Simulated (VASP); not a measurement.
# Al4H (R-3m) in VASP: reference runs

How does Al4H come out in PBE? The cell is run as given.

Program: VASP 6.6.1. These are calculated values, not measurements. Logs are shortened: lines on timing, memory, paths and dates and some standing lists are left out, and cuts for length are marked.

## Step 1: The crystal as given

Symmetry: R-3m, No. 166, trigonal system. The conventional cell has a = 5.306 Å, b = 5.306 Å, c = 13.280 Å, α = 90.00°, β = 90.00°, γ = 120.00°. Al (site symmetry 2/m) is surrounded by 2 H at 2.65 Å and 6 Al at 2.65 to 2.69 Å. Around Al (site symmetry -3m) lie 6 Al at 2.69 Å. H (site symmetry -3m) has 6 Al at 2.65 Å as nearest neighbours.

The cell was built by a generator and needn't be a form met in nature.

## Step 2: Single point, PBE

File INCAR:

```
SYSTEM = Al4H
ALGO     = Normal         ! electronic algorithm
EDIFF    = 1E-7           ! SCF threshold, eV
ENCUT    = 520            ! plane-wave cutoff, eV
GGA      = PE             ! functional
ISIF     = 2              ! what is computed and relaxed
ISMEAR   = -1             ! smearing method
LASPH    = .True.         ! aspherical terms in the spheres
LCHARG   = .False.        ! write CHGCAR
LREAL    = .False.        ! projectors in reciprocal space
LWAVE    = .False.        ! write WAVECAR
NBANDS   = 14             ! bands
NELM     = 80             ! most SCF steps
PREC     = Accurate       ! precision mode
SIGMA    = 0.05           ! smearing width, eV
```

File KPOINTS:

```
k-points
0
Gamma
  6 6 6
  0 0 0
```

File POSCAR:

```
Al4H
1.0
    2.6528200000      1.5316100000      4.4266700000
   -2.6528200000      1.5316100000      4.4266700000
    0.0000000000     -3.0632100000      4.4266700000
Al H
4 1
Direct
    0.5000000000      0.5000000000      0.0000000000
    0.0000000000      0.5000000000      0.5000000000
    0.5000000000      0.0000000000      0.5000000000
    0.5000000000      0.5000000000      0.5000000000
    0.0000000000      0.0000000000      0.0000000000
```

Potentials or basis: VASP PAW PBE potentials, release 64 (Al, H).

Started as:

```bash
> cat potpaw_PBE.64/Al/POTCAR potpaw_PBE.64/H/POTCAR > POTCAR
> mpirun -np 1 vasp_std > vasp.out
```

OUTCAR:

```text
SYSTEM = Al4H
   EDIFF = 1E-7
   ENCUT = 520
   GGA = PE
   ISIF = 2
   ISMEAR = -1
   LASPH = .True.
   LREAL = .False.
   NELM = 80
   PREC = Accurate

 ion  position               nearest neighbor table
   1  0.500  0.500  0.000-   2 2.65   3 2.65   3 2.65   2 2.65   4 2.69   4 2.69
   2  0.000  0.500  0.500-   3 2.65   3 2.65   1 2.65   1 2.65   4 2.69   4 2.69
   3  0.500  0.000  0.500-   2 2.65   2 2.65   1 2.65   1 2.65   4 2.69   4 2.69
   4  0.500  0.500  0.500-   1 2.69   1 2.69   3 2.69   2 2.69   3 2.69   2 2.69
   5  0.000  0.000  0.000-

  LATTYP: Found a trigonal (rhomboedric) cell.
 ALAT       =     5.3831858999
 COS(alpha) =     0.5143010642

  Lattice vectors:

 A1 = (   2.6528200000,   1.5316100000,   4.4266700000)
 A2 = (  -2.6528200000,   1.5316100000,   4.4266700000)
 A3 = (   0.0000000000,  -3.0632100000,   4.4266700000)

Analysis of symmetry for initial positions (statically):
=====================================================================
 Subroutine PRICEL returns:
 Original cell was already a primitive cell.

 Routine SETGRP: Setting up the symmetry group for a
 trigonal (rhombohedral) supercell.

 Subroutine GETGRP returns: Found 12 space group operations
 (whereof 12 operations were pure point group operations)
 out of a pool of 12 trial point group operations.

The static configuration has the point symmetry D_3d.

Analysis of symmetry for dynamics (positions and initial velocities):
=====================================================================
 Subroutine PRICEL returns:
 Original cell was already a primitive cell.

 Routine SETGRP: Setting up the symmetry group for a
 trigonal (rhombohedral) supercell.

 Subroutine GETGRP returns: Found 12 space group operations
 (whereof 12 operations were pure point group operations)
 out of a pool of 12 trial point group operations.

The dynamic configuration has the point symmetry D_3d.

 Subroutine INISYM returns: Found 12 space group operations
 (whereof 12 operations are pure point group operations),
 and found     1 'primitive' translations

----------------------------------------------------------------------------------------

                                     Primitive cell

  volume of cell :     107.9154

  direct lattice vectors                    reciprocal lattice vectors
     2.652820000  1.531610000  4.426670000     0.188478676  0.108818191  0.075301066
    -2.652820000  1.531610000  4.426670000    -0.188478676  0.108818191  0.075301066
     0.000000000 -3.063210000  4.426670000     0.000000000 -0.217636382  0.075301312

  length of vectors
     5.383185900  5.383185900  5.383183333     0.230295159  0.230295159  0.230295207

  position of ions in fractional coordinates (direct lattice)
     0.500000000  0.500000000  0.000000000
     0.000000000  0.500000000  0.500000000
     0.500000000  0.000000000  0.500000000
     0.500000000  0.500000000  0.500000000
     0.000000000  0.000000000  0.000000000

  ion indices of the primitive-cell ions
   primitive index   ion index
                 1           1
                 2           2
                 3           3
                 4           4
                 5           5

----------------------------------------------------------------------------------------

 KPOINTS: k-points

Automatic generation of k-mesh.
 Grid dimensions read from file:
 generate k-points for:    6    6    6

 Generating k-lattice:

  Cartesian coordinates                     Fractional coordinates (reciprocal lattice)
     0.031413113  0.018136365  0.012550178     0.166666667  0.000000000  0.000000000
    -0.031413113  0.018136365  0.012550178     0.000000000  0.166666667  0.000000000
     0.000000000 -0.036272730  0.012550219     0.000000000  0.000000000  0.166666667

  Length of vectors
     0.038382527  0.038382527  0.038382534

  Shift w.r.t. Gamma in fractional coordinates (k-lattice)
     0.000000000  0.000000000  0.000000000

 Subroutine IBZKPT returns following result:
 ===========================================

 Found     32 irreducible k-points:

 Following reciprocal coordinates:
            Coordinates               Weight
  0.000000  0.000000  0.000000      1.000000
  0.166667  0.000000  0.000000      6.000000
  0.333333  0.000000  0.000000      6.000000
  0.500000  0.000000  0.000000      3.000000
  0.166667  0.166667  0.000000      6.000000
  0.333333  0.166667  0.000000     12.000000
[... 16 lines left out ...]
  0.500000  0.500000  0.166667      6.000000
 -0.333333  0.500000  0.166667     12.000000
 [... further k-points ...]
   k-points           NKPTS =     32   k-points in BZ     NKDIM =     32   number of bands    NBANDS=     14
   number of dos      NEDOS =    301   number of ions     NIONS =      5
   total plane-waves  NPLWV =  64000
   dimension x,y,z NGX =    40 NGY =   40 NGZ =   40
   dimension x,y,z NGXF=    80 NGYF=   80 NGZF=   80
   ions per type =               4   1
   NGX,Y,Z   is equivalent  to a cutoff of  12.35, 12.35, 12.35 a.u.
   NGXF,Y,Z  is equivalent  to a cutoff of  24.71, 24.71, 24.71 a.u.
 SYSTEM =  Al4H
   PREC   = accura    normal or accurate (medium, high low for compatibility)
   ISTART =      0    job   : 0-new  1-cont  2-samecut
   ICHARG =      2    charge: 1-file 2-atom 10-const
   ISPIN  =      1    spin polarized calculation?
   LNONCOLLINEAR =      F non collinear calculations
   LSORBIT =      F    spin-orbit coupling
   LASPH  =      T    aspherical Exc in radial PAW
   ENCUT  =  520.0 eV  38.22 Ry    6.18 a.u.  10.01 10.01 10.01*2*pi/ulx,y,z
   NELM   =     80;   NELMIN=  2; NELMDL= -5     # of ELM steps
   EDIFF  = 0.1E-06   stopping-criterion for ELM
   LREAL  =      F    real-space projection
   EDIFFG = 0.1E-05   stopping-criterion for IOM
   NSW    =      0    number of steps for IOM
   IBRION =     -1    ionic relax: 0-MD 1-quasi-New 2-CG
   NFREE  =      0    steps in history (QN), initial steepest desc. (CG)
   ISIF   =      2    stress and relaxation
   ISYM   =      2    0-nonsym 1-usesym 2-fastsym
   POTIM  = 0.5000    time-step for ionic-motion
   TEBEG  =    0.0;   TEEND  =   0.0 temperature during run
   PSTRESS=    0.0 pullay stress
   NELECT =      13.0000    total number of electrons
   NUPDOWN=      -1.0000    fix difference up-down
   EMIN   =  10.00;   EMAX   =-10.00  energy-range for DOS
   EFERMI =   0.00;   METHOD = LEGACY
   ISMEAR =    -1;   SIGMA  =   0.05  broadening in eV -4-tet -1-fermi 0-gaus
   EFERMI_NEDOS =   21; number of points for ismear=-14 and -15
   IALGO  =     38    algorithm
   IMIX   =      4    mixing-type and parameters
     AMIX     =   0.40;   BMIX     =  1.00
     AMIX_MAG =   1.60;   BMIX_MAG =  1.00
  volume/ion in A,a.u.               =      21.58       145.65
  Fermi-wavevector in a.u.,A,eV,Ry     =   0.808528  1.527895  8.894356  0.653717
  Thomas-Fermi vector in A             =   1.917350
   LORBIT       =      0    0 simple, 1 ext, 2 COOP (PROOUT), +10 PAW based schemes
   GGA     = PE    functional components
   LHFCALC =     F    Hartree Fock is set to
   AEXX    =    0.0000 exact exchange contribution
   IVDW    =     0    specifies the selected vdW correction
   LEPSILON=     F    determine dielectric tensor
   LRPA    =     F    only Hartree local field effects (RPA)
 non-spin polarized calculation
  energy-cutoff  :      520.00
  volume of cell :      107.92
 maximum number of plane-waves:      2920
   NGX = 21   NGY = 21   NGZ = 21

 number of electron      13.0000000 magnetization

 Free energy of the ion-electron system (eV)
  ---------------------------------------------------
  ext. energy  EPLUGINS =         0.00000000
  ---------------------------------------------------
  free energy    TOTEN  =       -14.84580028 eV

  energy without entropy =      -14.82921225  energy(sigma->0) =      -14.83750626

 E-fermi :   3.2860     XC(G=0):  -8.2723

 val. band max:        3.2519853005   @ k =   0.5000   0.1667   0.1667
 cond. band min:       3.2938347579   @ k =  -0.3333   0.1667   0.0000
 fundamental gap:      0.0418494574
 Fermi energy:         3.2860282669

 k-point     1 :       0.0000    0.0000    0.0000
  band No.  band energies     occupation
      1      -5.8747      2.00000
      2      -0.6697      2.00000
      3       0.8085      2.00000
      4       2.0582      2.00000
      5       2.0582      2.00000
      6       2.1240      2.00000
      7       2.2189      2.00000
      8       2.2189      2.00000
      9       2.7018      1.99998
     10       4.6173      0.00000
     11       4.6174      0.00000
     12       6.2394      0.00000
     13       7.9512      0.00000
     14       7.9512      0.00000

 k-point     2 :       0.1667    0.0000    0.0000
  band No.  band energies     occupation
      1      -5.6917      2.00000
      2      -1.2799      2.00000
      3       0.2313      2.00000
      4       1.2932      2.00000
      5       1.4533      2.00000
      6       2.5572      2.00000
      7       2.6888      1.99999
      8       2.8779      1.99943
      9       3.7306      0.00028
     10       4.5784      0.00000
     11       5.0535      0.00000
     12       6.8032      0.00000
     13       7.8288      0.00000
     14       8.6806      0.00000
[... 343 lines left out ...]
      1      -4.5124      2.00000
      2      -3.2198      2.00000
      3      -0.8622      2.00000
      4       0.1751      2.00000
      5       0.2412      2.00000
      6       2.2991      2.00000
      7       4.1911      0.00000
      8       4.8752      0.00000
      9       5.6633      0.00000
     10       6.6730      0.00000
     11       6.9718      0.00000
     12       7.6458      0.00000
     13       7.8713      0.00000
     14       9.4947      0.00000

 k-point    24 :      -0.3333    0.5000    0.1667
  band No.  band energies     occupation
      1      -3.9345      2.00000
      2      -3.7701      2.00000
      3      -1.4167      2.00000
      4      -0.3809      2.00000
      5       1.5285      2.00000
      6       2.3265      2.00000
      7       3.9727      0.00000
      8       4.5108      0.00000
      9       5.8370      0.00000
     10       6.9043      0.00000
     11       7.0758      0.00000
     12       7.6630      0.00000
     13       8.4864      0.00000
     14       9.9348      0.00000

 [... further k-points ...]

------------------------ aborting loop because EDIFF is reached ----------------------------------------

  FORCE on cell =-STRESS in cart. coord.  units (eV):
  Direction    XX          YY          ZZ          XY          YZ          ZX
  --------------------------------------------------------------------------------------
  -------------------------------------------------------------------------------------
  Total       -0.2440878     -0.2440879      0.1660163      0.0000000      0.0000001      0.0000000
  in kB       -3.6238751     -3.6238767      2.4647785      0.0000000      0.0000019      0.0000000
  external PRESSURE =      -1.5943244 kB  Pullay stress =       0.0000000 kB

 VOLUME and BASIS-vectors are now :
 -----------------------------------------------------------------------------
  energy-cutoff  :      520.00
  volume of cell :      107.92
      direct lattice vectors                 reciprocal lattice vectors
     2.652820000  1.531610000  4.426670000     0.188478676  0.108818191  0.075301066
    -2.652820000  1.531610000  4.426670000    -0.188478676  0.108818191  0.075301066
     0.000000000 -3.063210000  4.426670000     0.000000000 -0.217636382  0.075301312

 POSITION                                       TOTAL-FORCE (eV/Angst)
 -----------------------------------------------------------------------------------
      0.00000      1.53161      4.42667         0.000000     -0.000000     -0.000000
     -1.32641     -0.76580      4.42667         0.000000      0.000000     -0.000000
      1.32641     -0.76580      4.42667        -0.000000      0.000000      0.000000
      0.00000      0.00000      6.64000         0.000000     -0.000000      0.000000
      0.00000      0.00000      0.00000         0.000000     -0.000000      0.000000
 -----------------------------------------------------------------------------------
    total drift:                                0.000000      0.000000     -0.000000

  FREE ENERGIE OF THE ION-ELECTRON SYSTEM (eV)
  ---------------------------------------------------
  free  energy   TOTEN  =       -14.8458002809 eV

  energy  without entropy=      -14.8292122461  energy(sigma->0) =      -14.83750626
```

Run time: 35 s. Hardware: 1 thread of AMD EPYC 9R14 (Zen 4), shared host; peak memory 0.21 GiB.

What came out:

```yaml
Free_energy: -14.8458 eV
Pressure: -0.2 GPa
Band_gap_on_the_k_mesh: none (metal or under the smearing width)
```
